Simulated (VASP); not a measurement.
# Zn2SnO3 (I-4m2) in VASP: relaxation of cell and atoms with PBE

Aim: the relaxation of cell and atoms of Zn2SnO3 with PBE.

Everything below comes from runs of VASP 6.6.1. Logs are shortened: lines on timing, memory, paths and dates and some standing lists are left out, and cuts for length are marked.

## Step 1: The crystal as given

It takes space group I-4m2 (No. 119, tetragonal). Conventional cell: a = 3.360 Å, b = 3.360 Å, c = 14.250 Å, α = 90.00°, β = 90.00°, γ = 90.00°. Around Zn (site symmetry 2mm) lie 4 O at 2.06 Å. Sn (site symmetry -4m2) is surrounded by 4 O at 2.06 Å. O (site symmetry -4m2) has 4 Zn at 2.06 Å as nearest neighbours. O (site symmetry 2mm) has 2 Sn at 2.06 Å and 2 Zn at 2.06 Å as nearest neighbours.

The cell was built by a generator and needn't be a form met in nature.

## Step 2: Relaxation of cell and atoms, PBE

INCAR reads:

```
SYSTEM = Zn2SnO3
PREC = Normal
ENCUT = 520
EDIFF = 1E-4
ISMEAR = 0
SIGMA = 0.15
LREAL = .False.
LASPH = .True.
NELM = 60
ALGO = Fast
ISIF = 3
LWAVE = .False.
LCHARG = .False.
GGA = PE
IBRION = 2
NSW = 24
EDIFFG = -0.08
```

KPOINTS reads:

```
Automatic mesh
0
Gamma
  6 6 6
  0 0 0
```

POSCAR reads:

```
Zn2SnO3
1.0
   -1.6800000000      1.6800000000      7.1250000000
    1.6800000000     -1.6800000000      7.1250000000
    1.6800000000      1.6800000000     -7.1250000000
Zn Sn O
2 1 3
Direct
    0.6667000000      0.6667000000      0.0000000000
    0.3333000000      0.3333000000      0.0000000000
    0.0000000000      0.0000000000      0.0000000000
    0.7500000000      0.2500000000      0.5000000000
    0.0833000000      0.5833000000      0.5000000000
    0.4167000000      0.9167000000      0.5000000000
```

Potentials or basis: VASP PAW PBE potentials, release 64 (Zn, Sn_d, O).

The run is started by

```
$ cat potpaw_PBE.64/Zn/POTCAR potpaw_PBE.64/Sn_d/POTCAR potpaw_PBE.64/O/POTCAR > POTCAR
$ mpirun -np 1 vasp_std > vasp.out
```

OUTCAR:

```text
SYSTEM = Zn2SnO3
   PREC = Normal
   ENCUT = 520
   EDIFF = 1E-4
   ISMEAR = 0
   LREAL = .False.
   LASPH = .True.
   NELM = 60
   ISIF = 3
   GGA = PE
   IBRION = 2
   NSW = 24
   EDIFFG = -0.08

 ion  position               nearest neighbor table
   1  0.667  0.667  0.000-   4 2.06   4 2.06   5 2.06   5 2.06   3 3.36   3 3.36   3 3.36   3 3.36

   2  0.333  0.333  0.000-   4 2.06   4 2.06   6 2.06   6 2.06   3 3.36   3 3.36   3 3.36   3 3.36

   3  0.000  0.000  0.000-   5 2.06   6 2.06   5 2.06   6 2.06   2 3.36   1 3.36   1 3.36   1 3.36
                             2 3.36   2 3.36   1 3.36   2 3.36
   4  0.750  0.250  0.500-   2 2.06   1 2.06   2 2.06   1 2.06
   5  0.083  0.583  0.500-   3 2.06   3 2.06   1 2.06   1 2.06
   6  0.417  0.917  0.500-   3 2.06   3 2.06   2 2.06   2 2.06

  LATTYP: Found a body centered tetragonal cell.
 ALAT       =     3.3600000000
 C/A-ratio  =     4.2410714286

  Lattice vectors:

 A1 = (  -1.6800000000,   1.6800000000,   7.1250000000)
 A2 = (   1.6800000000,  -1.6800000000,   7.1250000000)
 A3 = (   1.6800000000,   1.6800000000,  -7.1250000000)

Analysis of symmetry for initial positions (statically):
=====================================================================
 Subroutine PRICEL returns:
 Original cell was already a primitive cell.

 Routine SETGRP: Setting up the symmetry group for a
 body centered tetragonal supercell.

 Subroutine GETGRP returns: Found  8 space group operations
 (whereof  8 operations were pure point group operations)
 out of a pool of 16 trial point group operations.

The static configuration has the point symmetry D_2d.

Analysis of symmetry for dynamics (positions and initial velocities):
=====================================================================
 Subroutine PRICEL returns:
 Original cell was already a primitive cell.

 Routine SETGRP: Setting up the symmetry group for a
 body centered tetragonal supercell.

 Subroutine GETGRP returns: Found  8 space group operations
 (whereof  8 operations were pure point group operations)
 out of a pool of 16 trial point group operations.

The dynamic configuration has the point symmetry D_2d.

 Subroutine INISYM returns: Found  8 space group operations
 (whereof  8 operations are pure point group operations),
 and found     1 'primitive' translations

----------------------------------------------------------------------------------------

                                     Primitive cell

  volume of cell :      80.4384

  direct lattice vectors                    reciprocal lattice vectors
    -1.680000000  1.680000000  7.125000000     0.000000000  0.297619048  0.070175439
     1.680000000 -1.680000000  7.125000000     0.297619048  0.000000000  0.070175439
     1.680000000  1.680000000 -7.125000000     0.297619048  0.297619048  0.000000000

  length of vectors
     7.510687385  7.510687385  7.510687385     0.305780460  0.305780460  0.420896894

  position of ions in fractional coordinates (direct lattice)
     0.666700000  0.666700000  0.000000000
     0.333300000  0.333300000  0.000000000
     0.000000000  0.000000000  0.000000000
     0.750000000  0.250000000  0.500000000
     0.083300000  0.583300000  0.500000000
     0.416700000  0.916700000  0.500000000

  ion indices of the primitive-cell ions
   primitive index   ion index
                 1           1
                 2           2
                 3           3
                 4           4
                 5           5
                 6           6

----------------------------------------------------------------------------------------

 KPOINTS: Automatic mesh

Automatic generation of k-mesh.
 Grid dimensions read from file:
 generate k-points for:    6    6    6

 Generating k-lattice:

  Cartesian coordinates                     Fractional coordinates (reciprocal lattice)
     0.000000000  0.049603175  0.011695906     0.166666667  0.000000000  0.000000000
     0.049603175  0.000000000  0.011695906     0.000000000  0.166666667  0.000000000
     0.049603175  0.049603175  0.000000000     0.000000000  0.000000000  0.166666667

  Length of vectors
     0.050963410  0.050963410  0.070149482

  Shift w.r.t. Gamma in fractional coordinates (k-lattice)
     0.000000000  0.000000000  0.000000000

 Subroutine IBZKPT returns following result:
 ===========================================

 Found     30 irreducible k-points:

 Following reciprocal coordinates:
            Coordinates               Weight
  0.000000  0.000000  0.000000      1.000000
  0.166667  0.000000  0.000000      8.000000
  0.333333 -0.000000  0.000000      8.000000
  0.500000  0.000000  0.000000      4.000000
  0.166667  0.166667  0.000000      8.000000
  0.333333  0.166667  0.000000     16.000000
[... 16 lines left out ...]
 -0.333333 -0.333333  0.166667      8.000000
 -0.166667 -0.333333  0.166667      8.000000
 [... further k-points ...]
   k-points           NKPTS =     30   k-points in BZ     NKDIM =     30   number of bands    NBANDS=     33
   number of dos      NEDOS =    301   number of ions     NIONS =      6
   total plane-waves  NPLWV =  74088
   dimension x,y,z NGX =    42 NGY =   42 NGZ =   42
   dimension x,y,z NGXF=    84 NGYF=   84 NGZF=   84
   ions per type =               2   1   3
   NGX,Y,Z   is equivalent  to a cutoff of   9.30,  9.30,  9.30 a.u.
   NGXF,Y,Z  is equivalent  to a cutoff of  18.59, 18.59, 18.59 a.u.
 SYSTEM =  Zn2SnO3
   PREC   = normal    normal or accurate (medium, high low for compatibility)
   ISTART =      0    job   : 0-new  1-cont  2-samecut
   ICHARG =      2    charge: 1-file 2-atom 10-const
   ISPIN  =      1    spin polarized calculation?
   LNONCOLLINEAR =      F non collinear calculations
   LSORBIT =      F    spin-orbit coupling
   LASPH  =      T    aspherical Exc in radial PAW
   ENCUT  =  520.0 eV  38.22 Ry    6.18 a.u.  13.96 13.96 13.96*2*pi/ulx,y,z
   NELM   =     60;   NELMIN=  2; NELMDL= -5     # of ELM steps
   EDIFF  = 0.1E-03   stopping-criterion for ELM
   LREAL  =      F    real-space projection
   EDIFFG = -.8E-01   stopping-criterion for IOM
   NSW    =     24    number of steps for IOM
   IBRION =      2    ionic relax: 0-MD 1-quasi-New 2-CG
   NFREE  =      1    steps in history (QN), initial steepest desc. (CG)
   ISIF   =      3    stress and relaxation
   ISYM   =      2    0-nonsym 1-usesym 2-fastsym
   POTIM  = 0.5000    time-step for ionic-motion
   TEBEG  =    0.0;   TEEND  =   0.0 temperature during run
   PSTRESS=    0.0 pullay stress
   NELECT =      56.0000    total number of electrons
   NUPDOWN=      -1.0000    fix difference up-down
   EMIN   =  10.00;   EMAX   =-10.00  energy-range for DOS
   EFERMI =   0.00;   METHOD = LEGACY
   ISMEAR =     0;   SIGMA  =   0.15  broadening in eV -4-tet -1-fermi 0-gaus
   EFERMI_NEDOS =   21; number of points for ismear=-14 and -15
   IALGO  =     68    algorithm
   IMIX   =      4    mixing-type and parameters
     AMIX     =   0.40;   BMIX     =  1.00
     AMIX_MAG =   1.60;   BMIX_MAG =  1.00
  volume/ion in A,a.u.               =      13.41        90.47
  Fermi-wavevector in a.u.,A,eV,Ry     =   1.450941  2.741881 28.643383  2.105229
  Thomas-Fermi vector in A             =   2.568495
   LORBIT       =      0    0 simple, 1 ext, 2 COOP (PROOUT), +10 PAW based schemes
   GGA     = PE    functional components
   LHFCALC =     F    Hartree Fock is set to
   AEXX    =    0.0000 exact exchange contribution
   IVDW    =     0    specifies the selected vdW correction
   LEPSILON=     F    determine dielectric tensor
   LRPA    =     F    only Hartree local field effects (RPA)
 conjugate gradient relaxation of ions
 non-spin polarized calculation
 RMM-DIIS sequential band-by-band and
 Gauss-broadening in eV      SIGMA  =   0.15
  energy-cutoff  :      520.00
  volume of cell :       80.44
 maximum number of plane-waves:      2206
   NGX = 27   NGY = 27   NGZ = 27

--------------------------------------- Ionic step        1  -------------------------------------------

 number of electron      56.0000060 magnetization

 Free energy of the ion-electron system (eV)
  ---------------------------------------------------
  ext. energy  EPLUGINS =         0.00000000
  ---------------------------------------------------
  free energy    TOTEN  =       -26.93922531 eV

  energy without entropy =      -26.92990735  energy(sigma->0) =      -26.93456633

 E-fermi :   6.1638     XC(G=0): -10.8407

 val. band max:        6.1424835575   @ k =   0.5000   0.5000   0.1667
 cond. band min:       6.2717009101   @ k =  -0.3333   0.3333   0.3333
 fundamental gap:      0.1292173526
 Fermi energy:         6.1637547743

 k-point     1 :       0.0000    0.0000    0.0000
  band No.  band energies     occupation
      1     -17.4576      2.00000
      2     -16.7141      2.00000
      3     -16.7141      2.00000
      4     -16.6745      2.00000
      5     -16.5928      2.00000
      6     -15.5428      2.00000
[... 1841 lines left out ...]
  FREE ENERGIE OF THE ION-ELECTRON SYSTEM (eV)
  ---------------------------------------------------
  free  energy   TOTEN  =       -27.5711714120 eV

  energy  without entropy=      -27.5587602271  energy(sigma->0) =      -27.56496582

[... ionic steps 4 to 7 ...]

--------------------------------------- Ionic step        8  -------------------------------------------

 number of electron      56.0000010 magnetization

------------------------ aborting loop because EDIFF is reached ----------------------------------------

  FORCE on cell =-STRESS in cart. coord.  units (eV):
  Direction    XX          YY          ZZ          XY          YZ          ZX
  --------------------------------------------------------------------------------------
  -------------------------------------------------------------------------------------
  Total        0.0190677      0.0190677      0.4678601      0.0000000      0.0000000      0.0000000
  in kB        0.3509400      0.3509400      8.6109235      0.0000000      0.0000000      0.0000000
  external PRESSURE =       3.1042678 kB  Pullay stress =       0.0000000 kB
[... 65 lines left out ...]
  energy  without entropy=      -28.0454665975  energy(sigma->0) =      -28.04692892

--------------------------------------- Ionic step       10  -------------------------------------------

 number of electron      55.9999992 magnetization

 Free energy of the ion-electron system (eV)
  ---------------------------------------------------
  ext. energy  EPLUGINS =         0.00000000
  ---------------------------------------------------
  free energy    TOTEN  =       -28.05116835 eV

  energy without entropy =      -28.04836301  energy(sigma->0) =      -28.04976568

 E-fermi :   4.4100     XC(G=0): -10.3824

 val. band max:        4.3967233790   @ k =   0.3333   0.3333   0.1667
 cond. band min:       4.7727172916   @ k =  -0.3333   0.5000   0.3333
 fundamental gap:      0.3759939126
 Fermi energy:         4.4099533555

 k-point     1 :       0.0000    0.0000    0.0000
  band No.  band energies     occupation
      1     -17.7576      2.00000
      2     -17.5462      2.00000
      3     -17.5452      2.00000
      4     -17.5169      2.00000
      5     -17.5169      2.00000
      6     -14.9162      2.00000
[... 888 lines left out ...]
  FREE ENERGIE OF THE ION-ELECTRON SYSTEM (eV)
  ---------------------------------------------------
  free  energy   TOTEN  =       -28.0511683506 eV

  energy  without entropy=      -28.0483630090  energy(sigma->0) =      -28.04976568

 reached required accuracy - stopping structural energy minimisation
```

It took 17 min on 1 thread of Intel Xeon Platinum 8375C at 2.90GHz (Ice Lake), shared host; peak memory 0.32 GiB.

What came out:

```
Free energy                            : -28.0512 eV
Relaxed volume                         : 14.57 Å³/atom
Relaxed cell                           : a = 7.725 Å, b = 7.725 Å, c = 7.725 Å, α = 154.16°, β = 154.16°, γ = 36.87°
Space group after relaxing (to 0.05 Å) : I-4m2 (No. 119)
Energy gained by relaxing              : 185.3 meV/atom
Ionic steps                            : 10
Pressure after relaxing                : -0.3 GPa
Largest force after relaxing           : 0.016 eV/Å
Band gap on the k mesh                 : none (metal or under the smearing width)
```

Forces in eV/Å, atoms in the order of the input:
```
Zn   0.000  0.000 -0.016
Zn   0.000  0.000  0.016
Sn   0.000  0.000  0.000
O    0.000  0.000  0.000
O    0.000  0.000 -0.016
O    0.000  0.000  0.016
```

Stress tensor (GPa, compression positive):
```
-0.56  0.00  0.00
 0.00 -0.56  0.00
 0.00  0.00  0.32
```

Step by step:
| step | energy change (eV) | largest force (eV/Å) | pressure (GPa) | volume (Å³) |
| --- | --- | --- | --- | --- |
| 1 | 0.0000 | 2.1761 | 13.92 | 80.44 |
| 2 | -0.5996 | 0.9767 | -6.10 | 94.77 |
| 3 | -0.6319 | 1.1087 | -2.83 | 91.62 |
| 4 | -0.8292 | 1.0074 | -1.89 | 89.98 |
| 5 | -1.0918 | 0.1247 | 2.44 | 85.41 |
| 6 | -1.0972 | 0.2592 | -1.46 | 88.59 |
| 7 | -1.1092 | 0.0960 | 0.14 | 87.13 |
| 8 | -1.1092 | 0.0802 | 0.31 | 87.05 |
| 9 | -1.1092 | 0.1079 | 0.38 | 87.08 |
| 10 | -1.1119 | 0.0161 | -0.27 | 87.44 |

Final structure:
```cif
data_structure
_symmetry_space_group_name_H-M 'P 1'
_symmetry_Int_Tables_number 1
_cell_length_a 7.7247
_cell_length_b 7.7247
_cell_length_c 7.7247
_cell_angle_alpha 154.161
_cell_angle_beta 154.161
_cell_angle_gamma 36.866
_cell_volume 87.44
loop_
_atom_site_label
_atom_site_type_symbol
_atom_site_fract_x
_atom_site_fract_y
_atom_site_fract_z
_atom_site_occupancy
Zn1 Zn 0.67888 0.67888 0.00000 1
Zn2 Zn 0.32112 0.32112 0.00000 1
Sn1 Sn 0.00000 0.00000 0.00000 1
O1 O 0.75000 0.25000 0.50000 1
O2 O 0.10669 0.60669 0.50000 1
O3 O 0.39331 0.89331 0.50000 1
```

Caveat: the k mesh is coarse (spacing up to 0.44 Å⁻¹), so the values aren't converged; the relaxation stopped at a loose force limit of 0.08 eV/Å, so its end isn't a converged minimum.
